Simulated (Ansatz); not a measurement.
`N[SiH2]S` + `F[C](F)F`• → `N[SiH2][S]`• + trifluoromethane at 700 K and 1 bar (hydrogen abstraction from the S–H bond).

Gas-phase electronic energies from Ansatz, PBE0-D4/def2-TZVP geometries. CCSD(T)/CBS is the MP2 limit (def2-TZVPP, def2-QZVPP) plus CCSD(T) − MP2 in def2-TZVPP, frozen cores. This one scheme is used for every species. No spin–orbit coupling; open shells (•) take unrestricted orbitals. Each species was taken in one conformer, which may not be the lowest.

```csv
species,CCSD(T)/CBS energy (Eh),H − E (kJ/mol),S (J/(mol·K))
`N[SiH2]S`,-744.61970,200.8,407.6
`F[C](F)F`•,-337.34656,68.7,315.8
`N[SiH2][S]`•,-743.96778,171.1,389.3
`FC(F)F`,-338.02896,105.5,315.2
```

H − E and S are ideal-gas, rigid-rotor, harmonic terms from PBE0-D4/def2-TZVP, for one conformer and one mirror image of each species, with the whole ground term of open shells counted as degenerate. 1 Eh = 2625.50 kJ/mol, R = 8.31446 J/(mol·K).

By hand: ΔE, ΔH, ΔS and ΔG.

ΔE = (-743.96778) + (-338.02896) − (-744.61970) − (-337.34656) = -0.03048 Eh = -80.0 kJ/mol. Δ(H − E) = 171.1 + 105.5 − 200.8 − 68.7 = 7.1, so ΔH = -72.9 kJ/mol. ΔS = 389.3 + 315.2 − 407.6 − 315.8 = -18.9 J/(mol·K). ΔG = -72.9 − 700 × (-18.9)/1000 = -59.7 kJ/mol.

By hand: the equilibrium constant, and the temperature at which ΔG would vanish if ΔH and ΔS stayed fixed.

log₁₀ K = −ΔG/(RT ln 10) = 4.5. ΔG = 0 at ΔH/ΔS = 3857 K, far beyond where these terms or the molecules hold.

ΔH outweighs TΔS. A doubt of 5 kJ/mol in ΔE shifts log₁₀ K by 0.4 here. Other conformers and mirror images would add mixing entropy, several J/(mol·K) or more a flexible species. These are equilibria of isolated gas molecules and say nothing of rates. Largest T1 diagnostic: 0.017 (customary marks: 0.02 for closed shells, 0.045 for open ones).
